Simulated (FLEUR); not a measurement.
# CsBr under changes of volume

One of the cells (40.468 Å³/atom); the others are scaled copies at fixed shape and fractional positions:

```
Cs Br
1.0
     4.32562    0.00000    0.00000
     0.00000    4.32562    0.00000
     0.00000    0.00000    4.32562
Cs Br
1 1
Direct
  0.00000 0.00000 0.00000
  0.50000 0.50000 0.50000
```

The cell comes from a database or a generator and needn't be the stable form of this composition.

- Program: FLEUR MaX-R8.1 (later development tree)
- Functional: PBEsol
- Potentials or basis: all-electron
- Basis: FLAPW
- Kmax: 4.1 1/bohr
- k mesh: 6 × 6 × 6
- Occupations: fermi-dirac, width 0.05 eV
- Spin: no spin polarisation

| volume (Å³/atom) | energy over the lowest point (meV/atom) | gap on the mesh (eV) |
| --- | --- | --- |
| 38.040 | 0.00 | 4.46 |
| 38.850 | 0.55 | 4.38 |
| 39.659 | 2.62 | 4.31 |
| 40.468 | 6.00 | 4.23 |
| 41.278 | 10.53 | 4.16 |
| 42.087 | ? | ? |
| 42.896 | 22.50 | 4.03 |

Problem. What does the run at 42.087 Å³/atom give?

Solution. Energy over the lowest point 16.08 meV/atom; gap on the mesh 4.09 eV.

Worked out: A Birch-Murnaghan fit of order 3 (a polynomial in V^(-2/3)) to the other rows has its minimum at 38.17 Å³/atom with B0 = V·E''(V) = 15.7 GPa and B' = 5.2. It gives 16.08 meV/atom at 42.087 Å³/atom, against the run's 16.08. A straight line through the other rows of the gap, of slope -3.59 eV per unit of ln V, gives 4.09 eV, against the run's 4.09.

Energies are extrapolated to zero smearing.

Caveats: spin-orbit coupling is left out, which moves the levels of the heavy elements.
